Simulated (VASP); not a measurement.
# GaSb (F-43m) in VASP: a series of runs

Aim: see how the results for GaSb move with the level of theory and the settings. Levels: PBE, LDA, RPBE. Tasks: single point.

All numbers are computed with VASP 6.6.1; they aren't measurements. Logs are shortened: lines on timing, memory, paths and dates and some standing lists are left out, and cuts for length are marked.

**Measured values to compare with.**

A printed reference work, data compilation reports, for a bulk crystal of GaSb at 4.2 K: band gap 0.811 eV (direct).

The results are compared with them further down.

## 1. The cell of the first run

It takes space group F-43m (No. 216, cubic). Conventional cell: a = 6.029 Å, b = 6.029 Å, c = 6.029 Å, α = 90.00°, β = 90.00°, γ = 90.00°. Sb (site symmetry -43m) has 4 Ga at 2.61 Å within 3.4 Å. Ga (site symmetry -43m) has 4 Sb at 2.61 Å within 3.4 Å.

## 2. Single point, PBE

The input, INCAR:

```
PREC = Accurate
ENCUT = 520
EDIFF = 1E-6
ISMEAR = -1
SIGMA = 0.05
LREAL = False
LASPH = True
NELM = 80
ALGO = Normal
ISIF = 2
LWAVE = False
LCHARG = False
GGA = PE
NBANDS = 16
```

The input, KPOINTS:

```
Automatic mesh
0
Gamma
  8 8 8
```

The input, POSCAR:

```
GaSb
1.0
    0.0000000000      3.0146170746      3.0146170746
    3.0146170746      0.0000000000      3.0146170746
    3.0146170746      3.0146170746      0.0000000000
Sb Ga
1 1
Direct
    0.7500000000      0.7500000000      0.7500000000
    0.0000000000      0.0000000000      0.0000000000
```

Potentials or basis: VASP PAW PBE potentials, release 64 (Sb, Ga_d).

Launch:

```
cat potpaw_PBE.64/Sb/POTCAR potpaw_PBE.64/Ga_d/POTCAR > POTCAR
mpirun -np 1 vasp_std > vasp.out
```

OUTCAR:

```text
PREC = Accurate
   ENCUT = 520
   EDIFF = 1E-6
   ISMEAR = -1
   LREAL = False
   LASPH = True
   NELM = 80
   ISIF = 2
   GGA = PE

 ion  position               nearest neighbor table
   1  0.750  0.750  0.750-   2 2.61   2 2.61   2 2.61   2 2.61
   2  0.000  0.000  0.000-   1 2.61   1 2.61   1 2.61   1 2.61

  LATTYP: Found a face centered cubic cell.
 ALAT       =     6.0292341492

  Lattice vectors:

 A1 = (   0.0000000000,   3.0146170746,   3.0146170746)
 A2 = (   3.0146170746,   0.0000000000,   3.0146170746)
 A3 = (   3.0146170746,   3.0146170746,   0.0000000000)

Analysis of symmetry for initial positions (statically):
=====================================================================
 Subroutine PRICEL returns:
 Original cell was already a primitive cell.

 Routine SETGRP: Setting up the symmetry group for a
 face centered cubic supercell.

 Subroutine GETGRP returns: Found 24 space group operations
 (whereof 24 operations were pure point group operations)
 out of a pool of 48 trial point group operations.

The static configuration has the point symmetry T_d .

Analysis of symmetry for dynamics (positions and initial velocities):
=====================================================================
 Subroutine PRICEL returns:
 Original cell was already a primitive cell.

 Routine SETGRP: Setting up the symmetry group for a
 face centered cubic supercell.

 Subroutine GETGRP returns: Found 24 space group operations
 (whereof 24 operations were pure point group operations)
 out of a pool of 48 trial point group operations.

The dynamic configuration has the point symmetry T_d .

 Subroutine INISYM returns: Found 24 space group operations
 (whereof 24 operations are pure point group operations),
 and found     1 'primitive' translations

----------------------------------------------------------------------------------------

                                     Primitive cell

  volume of cell :      54.7932

  direct lattice vectors                    reciprocal lattice vectors
     0.000000000  3.014617075  3.014617075    -0.165858544  0.165858544  0.165858544
     3.014617075  0.000000000  3.014617075     0.165858544 -0.165858544  0.165858544
     3.014617075  3.014617075  0.000000000     0.165858544  0.165858544 -0.165858544

  length of vectors
     4.263312352  4.263312352  4.263312352     0.287275426  0.287275426  0.287275426

[... 66 lines left out ...]
   dimension x,y,z NGXF=    64 NGYF=   64 NGZF=   64
   ions per type =               1   1
   NGX,Y,Z   is equivalent  to a cutoff of  12.48, 12.48, 12.48 a.u.
   NGXF,Y,Z  is equivalent  to a cutoff of  24.96, 24.96, 24.96 a.u.
 SYSTEM =  unknown system
   PREC   = accura    normal or accurate (medium, high low for compatibility)
   ISTART =      0    job   : 0-new  1-cont  2-samecut
   ICHARG =      2    charge: 1-file 2-atom 10-const
   ISPIN  =      1    spin polarized calculation?
   LNONCOLLINEAR =      F non collinear calculations
   LSORBIT =      F    spin-orbit coupling
   LASPH  =      T    aspherical Exc in radial PAW
   ENCUT  =  520.0 eV  38.22 Ry    6.18 a.u.   7.93  7.93  7.93*2*pi/ulx,y,z
   NELM   =     80;   NELMIN=  2; NELMDL= -5     # of ELM steps
   EDIFF  = 0.1E-05   stopping-criterion for ELM
   LREAL  =      F    real-space projection
   EDIFFG = 0.1E-04   stopping-criterion for IOM
   NSW    =      0    number of steps for IOM
   IBRION =     -1    ionic relax: 0-MD 1-quasi-New 2-CG
   NFREE  =      0    steps in history (QN), initial steepest desc. (CG)
   ISIF   =      2    stress and relaxation
   ISYM   =      2    0-nonsym 1-usesym 2-fastsym
   POTIM  = 0.5000    time-step for ionic-motion
   TEBEG  =    0.0;   TEEND  =   0.0 temperature during run
   PSTRESS=    0.0 pullay stress
   NELECT =      18.0000    total number of electrons
   NUPDOWN=      -1.0000    fix difference up-down
   EMIN   =  10.00;   EMAX   =-10.00  energy-range for DOS
   EFERMI =   0.00;   METHOD = LEGACY
   ISMEAR =    -1;   SIGMA  =   0.05  broadening in eV -4-tet -1-fermi 0-gaus
   EFERMI_NEDOS =   21; number of points for ismear=-14 and -15
   IALGO  =     38    algorithm
   IMIX   =      4    mixing-type and parameters
     AMIX     =   0.40;   BMIX     =  1.00
     AMIX_MAG =   1.60;   BMIX_MAG =  1.00
  volume/ion in A,a.u.               =      27.40       184.88
  Fermi-wavevector in a.u.,A,eV,Ry     =   1.129597  2.134629 17.360888  1.275989
  Thomas-Fermi vector in A             =   2.266291
   LORBIT       =      0    0 simple, 1 ext, 2 COOP (PROOUT), +10 PAW based schemes
   GGA     = PE    functional components
[... 5 lines left out ...]
 non-spin polarized calculation
  energy-cutoff  :      520.00
  volume of cell :       54.79
 maximum number of plane-waves:      1490
   NGX = 15   NGY = 15   NGZ = 15

 number of electron      17.9999995 magnetization

 Free energy of the ion-electron system (eV)
  ---------------------------------------------------
  ext. energy  EPLUGINS =         0.00000000
  ---------------------------------------------------
  free energy    TOTEN  =        -7.28954634 eV

  energy without entropy =       -7.28943612  energy(sigma->0) =       -7.28949123

 E-fermi :   5.5305     XC(G=0):  -9.2815

 val. band max:        5.3312160667   @ k =   0.0000   0.0000   0.0000
 cond. band min:       5.6850833694   @ k =   0.0000   0.0000   0.0000
 fundamental gap:      0.3538673027
 Fermi energy:         5.5305022479

 k-point     1 :       0.0000    0.0000    0.0000
  band No.  band energies     occupation
      1      -9.7984      2.00000
      2      -9.7984      2.00000
      3      -9.7984      2.00000
      4      -9.7416      2.00000
      5      -9.7416      2.00000
      6      -6.4595      2.00000
[... 433 lines left out ...]
      3      -9.7788      2.00000
      4      -9.7453      2.00000
      5      -9.7415      2.00000
      6      -4.3413      2.00000
[... 8 lines left out ...]
     15      15.0632      0.00000
     16      15.6883      0.00000

 [... further k-points ...]
[... 5 lines left out ...]
  --------------------------------------------------------------------------------------
  -------------------------------------------------------------------------------------
  Total        1.7366884      1.7366884      1.7366884      0.0000000      0.0000000      0.0000000
  in kB       50.7815585     50.7815585     50.7815585      0.0000000      0.0000000      0.0000000
  external PRESSURE =      50.7815585 kB  Pullay stress =       0.0000000 kB

 VOLUME and BASIS-vectors are now :
 -----------------------------------------------------------------------------
  energy-cutoff  :      520.00
  volume of cell :       54.79
      direct lattice vectors                 reciprocal lattice vectors
     0.000000000  3.014617075  3.014617075    -0.165858544  0.165858544  0.165858544
     3.014617075  0.000000000  3.014617075     0.165858544 -0.165858544  0.165858544
     3.014617075  3.014617075  0.000000000     0.165858544  0.165858544 -0.165858544

 POSITION                                       TOTAL-FORCE (eV/Angst)
 -----------------------------------------------------------------------------------
      4.52193      4.52193      4.52193         0.000000     -0.000000     -0.000000
      0.00000      0.00000      0.00000        -0.000000      0.000000      0.000000
 -----------------------------------------------------------------------------------
    total drift:                               -0.000002     -0.000002     -0.000002

  FREE ENERGIE OF THE ION-ELECTRON SYSTEM (eV)
  ---------------------------------------------------
  free  energy   TOTEN  =        -7.2895463424 eV

  energy  without entropy=       -7.2894361200  energy(sigma->0) =       -7.28949123
```

stdout:

```text
POSCAR found type information on POSCAR SbGa
 POSCAR found :  2 types and       2 ions
 scaLAPACK will be used
 LDA part: xc-table for (Slater+PW92), standard interpolation
 POSCAR, INCAR and KPOINTS ok, starting setup
 FFT: planning ... GRIDC
 FFT: planning ... GRID_SOFT
 FFT: planning ... GRID
 WAVECAR not read
 entering main loop
```

Wall time 19 s (1 thread of Intel Xeon Platinum 8259CL at 2.50GHz (Skylake/Cascade Lake), shared host); peak memory 0.18 GiB.

What came out:

* Free energy: -7.2895 eV
* Pressure: 5.1 GPa
* Band gap on the k mesh: 0.35 eV, direct

Caveat: spin-orbit coupling is left out, which moves the levels of the heavy elements.

## 3. Single point, LDA

This run uses another cell than the first one, of 28.62 Å³/atom, 1.045 times its volume.

The input, INCAR:

```
ALGO     = Normal         # electronic algorithm
EDIFF    = 1E-7           # SCF threshold, eV
ENCUT    = 520            # plane-wave cutoff, eV
ISIF     = 2              # what is computed and relaxed
ISMEAR   = -1             # smearing method
LASPH    = True           # aspherical terms in the spheres
LCHARG   = False          # write CHGCAR
LREAL    = False          # projectors in reciprocal space
LWAVE    = False          # write WAVECAR
NBANDS   = 16             # bands
NELM     = 60             # most SCF steps
PREC     = Accurate       # precision mode
SIGMA    = 0.05           # smearing width, eV
```

The input, KPOINTS:

```
k-points
0
Gamma
  8 8 8
```

The input, POSCAR:

```
GaSb
1.0
    0.0000000000      3.0590000000      3.0590000000
    3.0590000000      0.0000000000      3.0590000000
    3.0590000000      3.0590000000      0.0000000000
Sb Ga
1 1
Direct
    0.7500000000      0.7500000000      0.7500000000
    0.0000000000      0.0000000000      0.0000000000
```

Potentials or basis: VASP PAW LDA potentials, release 64 (Sb, Ga_d).

Launch:

```
cat potpaw_LDA.64/Sb/POTCAR potpaw_LDA.64/Ga_d/POTCAR > POTCAR
mpirun -np 1 vasp_std > vasp.out
```

Run time: 17 s. Hardware: 1 thread of Intel Xeon Platinum 8259CL at 2.50GHz (Skylake/Cascade Lake), shared host; peak memory 0.16 GiB.

Results (log left out):

- Free energy: -8.6583 eV
- Pressure: -1.6 GPa
- Band gap on the k mesh: zero (filled and empty bands touch)

Levels at points of the mesh, in eV from the Fermi level:
```
           k point  band 5  band 6  band 7  band 8  band 9  band 10  band 11  band 12  band 13  band 14
(0.00, 0.00, 0.00)  -15.14  -11.56   -0.17   -0.04   -0.04    -0.04     2.71     2.71     2.71     5.56
(0.50, 0.00, 0.00)  -15.14   -9.94   -6.44   -1.19   -1.19     0.26     3.67     3.67     6.27     9.15
(0.50, 0.50, 0.00)  -15.13   -9.11   -6.89   -2.62   -2.62     0.79     1.12     8.54     8.54     9.86
```

Caveat: spin-orbit coupling is left out, which moves the levels of the heavy elements.

(Continued in part 2 of 2.)
